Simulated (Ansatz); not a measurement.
# C: the cost of one run

Computed with Ansatz 0.2.0 (DFT r2SCAN, scalar-relativistic, plane waves, PAW, unless a step's input says otherwise).

A COD entry behind a cell of this session may itself be a prediction, so a difference from it is no test against experiment.

1 further run of the same task is left out (set aside as unsound or not needed). Runs told in other sessions of the task aren't counted.

## Step 1: Starting point

The structure is trigonal, space group R-3m (No. 166). The conventional cell has a = 2.511 Å, b = 2.511 Å, c = 31.008 Å, α = 90.00°, β = 90.00°, γ = 120.00°. C (site symmetry 3m) has 4 C at 1.54 Å in its first shell of neighbours. C (site symmetry 3m) is surrounded by 4 C at 1.54 to 1.57 Å.

Structure file:

```xyz
10
Lattice="-2.5113 0.0000 0.0000 -1.2557 -2.1749 0.0000 1.2557 0.7250 10.3360" Properties=species:S:1:pos:R:3 pbc="T T T"
C     0.0000    0.0000    0.7696
C    -2.5113   -1.4499    9.5664
C     0.0000    0.0000    3.3704
C    -2.5113   -1.4499    6.9656
C     0.0000    0.0000    4.9107
C    -2.5113   -1.4499    5.4253
C    -1.2557   -0.7250    1.2874
C    -1.2557   -0.7250    9.0486
C    -1.2557   -0.7250    2.8527
C    -1.2557   -0.7250    7.4833
```

This cell was relaxed beforehand with the same method: volume 5.65 Å³/atom, gap on the mesh 4.74 eV.

## Step 2: The reference cell

Reference values: F = -2515.4745 eV; pressure 0.00 GPa; largest force 0.000 eV/Å; gap on the mesh 4.72 eV. It was computed beforehand with the settings of the runs below.

## Step 3: Next: pulling the crystal apart

The cut lies on the cell's a–b face, a (0 0 1) plane of area 5.46 Å², between layers 1.54 Å apart (C below, C above); the cell is 10.3 Å thick. Vector c is lengthened by d along the normal with the atoms' Cartesian places fixed: one unrelaxed cut per cell.

## Step 4: At d = 1.00 Å

File input.yaml:

```yaml
crystal:
  lattice:
    - [-2.5113391176, 0.0, 0.0]
    - [-1.2556695588, -2.1748834734, 0.0]
    - [1.2556695588, 0.7249611578, 11.3359979276]
  atoms:
    - { symbol: C, position: [0.0050032421, 0.0050032421, 0.6144097264] }
    - { symbol: C, position: [0.9597462221, 0.9597462221, 0.4786386664] }
    - { symbol: C, position: [0.081482129, 0.081482129, 0.8438463871] }
    - { symbol: C, position: [0.8832673352, 0.8832673352, 0.2492020057] }
    - { symbol: C, position: [0.1561777568, 0.1561777568, 0.0679332704] }
    - { symbol: C, position: [0.8379765588, 0.8379765588, 0.1133296763] }
    - { symbol: C, position: [0.3535652556, 0.3535652556, 0.6600957668] }
    - { symbol: C, position: [0.6111842087, 0.6111842087, 0.432952626] }
    - { symbol: C, position: [0.3995916187, 0.3995916187, 0.7981748561] }
    - { symbol: C, position: [0.5651578456, 0.5651578456, 0.2948735367] }
basis:
  ecutwfc: 500
kpoints:
  mp_grid: { grid: [10, 10, 3] }
hamiltonian:
  xc: r2scan
scf:
  occupations: { method: gaussian, width: 0.05 }
output:
  forces: true
  stress: true
  eigenvalues: true
  write_density: true
  write_potential: true
  elf: true
  volumetric_format: npy
```

On the command line:

```
$ ansatz run input.yaml --threads 2 --pin off --max-ram 5120MiB --backend cpu --events-out ev --progress --plain --runs-dir out
```

**Question.** How long does this run take on 2 threads of Intel Xeon Platinum 8375C at 2.90GHz (Ice Lake), shared host, and how much memory does it need?

About 20 s, with a peak of 0.57 GiB.
